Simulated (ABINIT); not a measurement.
Crystal: Te2Mo.

```
CELL_PARAMETERS angstrom
3.51820 0.00000 0.00000
-1.75910 3.04685 0.00000
0.00000 0.00000 13.97360
ATOMIC_POSITIONS crystal
Te 0.66667 0.33333 0.37900
Te 0.33333 0.66667 0.87900
Te 0.66667 0.33333 0.12100
Te 0.33333 0.66667 0.62100
Mo 0.66667 0.33333 0.75000
Mo 0.33333 0.66667 0.25000
```

Base run:

* Program: ABINIT 10.8.3 (patched build)
* Functional: AM05
* Potentials or basis: JTH PAW PBE v2.0
* Cutoff: 408 eV
* k mesh: 9 × 9 × 2
* Occupations: fermi-dirac, width 0.05 eV
* Spin: no spin polarisation

Its results: band gap on the k mesh 0.74 eV, indirect (least direct gap 1.04 eV); pressure -0.4 GPa; largest force 0.058 eV/Å.

Problem. The run is repeated on the same cell with these changes: functional from AM05 to RPBE. What comes out?

Solution. Band gap on the k mesh 0.77 eV, indirect (least direct gap 1.04 eV); pressure 5.7 GPa; largest force 0.371 eV/Å.

RPBE binds less tightly than AM05, so the same cell stands under more pressure.

Caveats: the PAW data sets were made with another functional, which shifts forces and pressure a little; spin-orbit coupling is left out, which moves the levels of the heavy elements; this functional lacks dispersion, which binds the layers, so the pressure and a relaxed spacing across them are unreliable.

A k mesh can miss the band edges.
